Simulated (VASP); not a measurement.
Set up this calculation in VASP 6.6.1, as the native input.

```
Task                   : relaxation of cell and atoms
Functional             : PBEsol
Potentials or basis    : VASP PAW PBE potentials, release 64 (Ga_d, N)
Cutoff                 : 600 eV
k mesh                 : 14 × 14 × 14
Occupations            : gaussian, width 0.03 eV
Spin                   : no spin polarisation
Further INCAR settings : ALGO = Normal; EDIFF = 1e-06; IBRION = 2; EDIFFG = -0.01; NSW = 90; ISIF = 3
```

The structure of GaN lies in POSCAR:

```
GaN
1.0
    0.0000000000      2.2535006100      2.2535006100
    2.2535006100      0.0000000000      2.2535006100
    2.2535006100      2.2535006100      0.0000000000
Ga N
1 1
Direct
    0.0000000000      0.0000000000      0.0000000000
    0.2500000000      0.2500000000      0.2500000000
```

The cell was built by a generator and needn't be a form met in nature.

These files were run (other wordings do the same):

INCAR

```
  ALGO = Normal
  EDIFF = 1E-6
  EDIFFG = -0.01
  ENCUT = 600
  GGA = PS
  IBRION = 2
  ISIF = 3
  ISMEAR = 0
  LASPH = True
  LCHARG = False
  LREAL = False
  LWAVE = False
  NELM = 80
  NSW = 90
  PREC = Accurate
  SIGMA = 0.03
```

KPOINTS

```
k-points
0
Gamma
  14 14 14
```

Potentials or basis: VASP PAW PBE potentials, release 64 (Ga_d, N).

Launch:

```sh
$ cat potpaw_PBE.64/Ga_d/POTCAR potpaw_PBE.64/N/POTCAR > POTCAR
$ mpirun -np 1 vasp_std > vasp.out
```

Results of the run:

- Relaxed volume: 11.35 Å³/atom
- Relaxed cell: a = 3.178 Å, b = 3.178 Å, c = 3.178 Å, α = 60.00°, β = 60.00°, γ = 60.00°
- Space group after relaxing (to 0.05 Å): F-43m (No. 216)
- Energy gained by relaxing: 0.4 meV/atom
- Ionic steps: 5
- Pressure after relaxing: 0.1 GPa
- Band gap on the k mesh: 1.74 eV, direct

Caveat: the PAW data sets were made with another functional, which shifts forces and pressure a little.

Wall time 64 s on 1 thread of Intel(R) Xeon(R) Platinum 8488C (Sapphire Rapids), on a shared host, peak memory 0.19 GiB.
